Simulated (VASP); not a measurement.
# Ce (Im-3m) in VASP: a series of runs, part 2 of 2

VASP 6.6.1. Earlier steps stand in the parts before.

**4. Single point, PBE, collinear spin, ferromagnetic start**

Contents of INCAR:

```
PREC     = Accurate       # precision mode
ENCUT    = 450            # plane-wave cutoff, eV
EDIFF    = 1E-6           # SCF threshold, eV
ISMEAR   = 0              # smearing method
SIGMA    = 0.02           # smearing width, eV
LREAL    = F              # projectors in reciprocal space
LASPH    = T              # aspherical terms in the spheres
NELM     = 100            # most SCF steps
ALGO     = Normal         # electronic algorithm
ISIF     = 2              # what is computed and relaxed
LWAVE    = F              # write WAVECAR
LCHARG   = F              # write CHGCAR
ISPIN    = 2              # spin polarisation
MAGMOM   = 1              # initial moments
LORBIT   = 11             # projections on sites
LMAXMIX  = 6              # l up to which the mixer works
GGA      = PE             # functional
NBANDS   = 16             # bands
ADDGRID  = F
```

Contents of KPOINTS:

```
regular mesh
0
Gamma
  9 9 9
```

Contents of POSCAR:

```
Ce
1.0
   -1.9432985503      1.9432985503      1.9432985503
    1.9432985503     -1.9432985503      1.9432985503
    1.9432985503      1.9432985503     -1.9432985503
Ce
1
Direct
    0.0000000000      0.0000000000      0.0000000000
```

Potentials or basis: VASP PAW PBE potentials, release 64 (Ce).

Launch:

```sh
$ cat potpaw_PBE.64/Ce/POTCAR > POTCAR
$ mpirun -np 1 vasp_std > vasp.out
```

OUTCAR:

```text
PREC = Accurate
   ENCUT = 450
   EDIFF = 1E-6
   ISMEAR = 0
   LREAL = F
   LASPH = T
   NELM = 100
   ISIF = 2
   ISPIN = 2
   LORBIT = 11
   GGA = PE

 Found     35 irreducible k-points:

 Following reciprocal coordinates:
            Coordinates               Weight
  0.000000  0.000000  0.000000      1.000000
  0.111111  0.000000  0.000000     12.000000
  0.222222  0.000000  0.000000     12.000000
  0.333333  0.000000  0.000000     12.000000
  0.444444  0.000000  0.000000     12.000000
  0.111111  0.111111  0.000000     24.000000
   k-points           NKPTS =     35   k-points in BZ     NKDIM =     35   number of bands    NBANDS=     16
[... 315 lines left out ...]
  Total       -0.5320553     -0.5320553     -0.5320553      0.0000000     -0.0000000      0.0000000
  in kB      -29.0394753    -29.0394753    -29.0394753      0.0000000     -0.0000000      0.0000000
  external PRESSURE =     -29.0394753 kB  Pullay stress =       0.0000000 kB

 VOLUME and BASIS-vectors are now :
 -----------------------------------------------------------------------------
  energy-cutoff  :      450.00
  volume of cell :       29.35
      direct lattice vectors                 reciprocal lattice vectors
    -1.943298550  1.943298550  1.943298550     0.000000000  0.257294485  0.257294485
     1.943298550 -1.943298550  1.943298550     0.257294485  0.000000000  0.257294485
     1.943298550  1.943298550 -1.943298550     0.257294485  0.257294485  0.000000000

 POSITION                                       TOTAL-FORCE (eV/Angst)
 -----------------------------------------------------------------------------------
      0.00000      0.00000      0.00000         0.000000     -0.000000     -0.000000
 -----------------------------------------------------------------------------------
    total drift:                                0.000000      0.000000      0.000000

  FREE ENERGIE OF THE ION-ELECTRON SYSTEM (eV)
  ---------------------------------------------------
  free  energy   TOTEN  =        -5.6869679226 eV

  energy  without entropy=       -5.6859811037  energy(sigma->0) =       -5.68647451

 total charge

# of ion       s       p       d       f       tot
--------------------------------------------------
    1        2.076   5.584   1.166   0.969   9.795

 magnetization (x)

# of ion       s       p       d       f       tot
--------------------------------------------------
    1        0.000  -0.001   0.013   0.172   0.184
```

OSZICAR:

```text
N       E                     dE             d eps       ncg     rms          rms(c)
DAV:   1     0.839505155749E+02    0.83951E+02   -0.43396E+03  2288   0.794E+02
DAV:   2     0.402837751919E-01   -0.83910E+02   -0.71774E+02  2792   0.146E+02
DAV:   3    -0.603413686900E+01   -0.60744E+01   -0.59406E+01  2512   0.530E+01
DAV:   4    -0.622061505373E+01   -0.18648E+00   -0.18512E+00  3968   0.710E+00
DAV:   5    -0.622312554675E+01   -0.25105E-02   -0.25047E-02  2704   0.712E-01    0.764E+00
DAV:   6    -0.687830985798E+01   -0.65518E+00   -0.13332E+01  2272   0.157E+01    0.111E+01
DAV:   7    -0.585154664517E+01    0.10268E+01   -0.29757E+00  2240   0.167E+01    0.417E+00
DAV:   8    -0.570366527219E+01    0.14788E+00   -0.19719E-01  2976   0.321E+00    0.158E+00
DAV:   9    -0.568481350669E+01    0.18852E-01   -0.49107E-02  3008   0.157E+00    0.303E-01
DAV:  10    -0.568610147577E+01   -0.12880E-02   -0.40377E-03  3016   0.281E-01    0.229E-01
DAV:  11    -0.568693642087E+01   -0.83495E-03   -0.12031E-03  4120   0.203E-01    0.176E-01
DAV:  12    -0.568706333943E+01   -0.12692E-03   -0.17896E-04  3224   0.847E-02    0.111E-01
DAV:  13    -0.568698255146E+01    0.80788E-04   -0.90073E-05  2376   0.793E-02    0.481E-02
DAV:  14    -0.568696804867E+01    0.14503E-04   -0.27016E-05  3112   0.377E-02    0.170E-02
DAV:  15    -0.568696792265E+01    0.12602E-06   -0.86950E-06  3400   0.153E-02
   1 F= -.56869679E+01 E0= -.56864745E+01  d E =-.986819E-03  mag=     0.2051
```

Wall time 13 s (1 thread of Intel Xeon 6975P-C (Granite Rapids), shared host); peak memory 0.17 GiB.

These settings aren't checked as converged: the numbers below hold their error.

What came out:

* Free energy: -5.6870 eV
* Pressure: -2.9 GPa
* Band gap on the k mesh: none (metal or under the smearing width)
* Net moment: 0.21 μB per cell
* Site moments: Ce +0.18 μB
* Valence electrons inside the program's atomic spheres: Ce 9.79

Caveat: the magnetic or orbital state may not be the lowest; spin-orbit coupling is left out, which moves the levels of the heavy elements.

**5. Single point, PBE, collinear spin, ferromagnetic start**

This run uses another cell than the first one, of the same volume but with other edges.

INCAR is that of step 4.

KPOINTS is that of step 4.

Contents of POSCAR:

```
Ce
1.0
   -1.9824590000      1.9831840000      1.9962140000
    1.9307920000     -1.9490850000      1.9104480000
    1.9370660000      1.9036920000     -1.9621150000
Ce
1
Direct
   -0.0084250000     -0.0182580000     -0.0014360000
```

Launch:

```sh
$ cat potpaw_PBE.64/Ce/POTCAR > POTCAR
$ mpirun -np 1 vasp_std > vasp.out
```

It took 94 s on 1 thread of Intel Xeon 6975P-C (Granite Rapids), shared host; peak memory 0.34 GiB.

The run converged, but some of its settings lie outside the range that counts as converged, so its numbers aren't taken as properties of the crystal.

Results:

| Quantity | Value |
| --- | --- |
| Free energy | -5.6852 eV |
| Pressure | -2.5 GPa |
| Band gap on the k mesh | none (metal or under the smearing width) |
| Net moment | 0.29 μB per cell |
| Site moments | Ce +0.25 μB |
| Valence electrons inside the program's atomic spheres | Ce 9.80 |

Caveat: the magnetic or orbital state may not be the lowest; spin-orbit coupling is left out, which moves the levels of the heavy elements.

**6. The reference run**

An earlier run on the cell as given: functional PBE; potentials or basis VASP PAW PBE potentials, release 64 (Ce); cutoff 520 eV; k mesh 10 × 10 × 10; occupations fermi-dirac, width 0.05 eV; collinear spin, ferromagnetic start; starting moments [1.0] μB.

* Pressure: -0.8 GPa
* Band gap on the k mesh: none (metal or under the smearing width)
* Net moment: 1.00 μB per cell
* Site moments: Ce +0.79 μB
* Valence electrons inside the program's atomic spheres: Ce 9.81
